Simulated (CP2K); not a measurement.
Runs of CP2K 2026.2 on HfO2. Symmetry: P4_2/nmc, No. 137, tetragonal system. Conventional cell: a = 3.558 Å, b = 3.558 Å, c = 5.172 Å, α = 90.00°, β = 90.00°, γ = 90.00°. Around Hf (site symmetry -4m2) lie 4 O at 2.05 Å. O (site symmetry 2mm) has 2 Hf at 2.05 Å as nearest neighbours. Measurements of this composition are mostly on another form, of space group No. 14.

```tsv
potentials or basis	gap on the mesh (eV)	pressure (GPa)	largest force (eV/Å)
GTH_POTENTIALS Hf GTH-PADE-q12, O GTH-PADE-q6; DZVP-MOLOPT-SR-GTH basis	(b)	-4.6	0.03
POTENTIAL_UZH Hf GTH-SCAN-q12, O GTH-SCAN-q6; DZVP-MOLOPT-SR-GTH basis	4.48	-2.3	(a)
POTENTIAL_UZH Hf GTH-PBE0-q12, O GTH-PBE0-q6; DZVP-MOLOPT-SR-GTH basis	4.79	2.7	0.07
GTH_POTENTIALS Hf GTH-PBE-q12, O GTH-BLYP-q6; DZVP-MOLOPT-SR-GTH basis	4.78	2.1	0.05
GTH_POTENTIALS Hf GTH-PBE-q12, O GTH-PBE-q6; DZVP-MOLOPT-SR-GTH basis	4.78	2.3	0.06
```

Alike in all rows: task band structure; level PBE; no spin polarisation; cell as given; k mesh 8 × 8 × 5; smearing fermi-dirac 0.05 eV.

Problem. Estimate the missing entries.

Solution. (a) 0.15; (b) 4.67.

Caveats: spin-orbit coupling is left out, which moves the levels of the heavy elements; the basis of atomic orbitals isn't converged, which shifts pressures, moduli and gaps; the potentials were made for another functional, which shifts forces and pressure (some runs).

A k mesh can miss the band edges, and the runs leave out spin-orbit coupling on Hf.
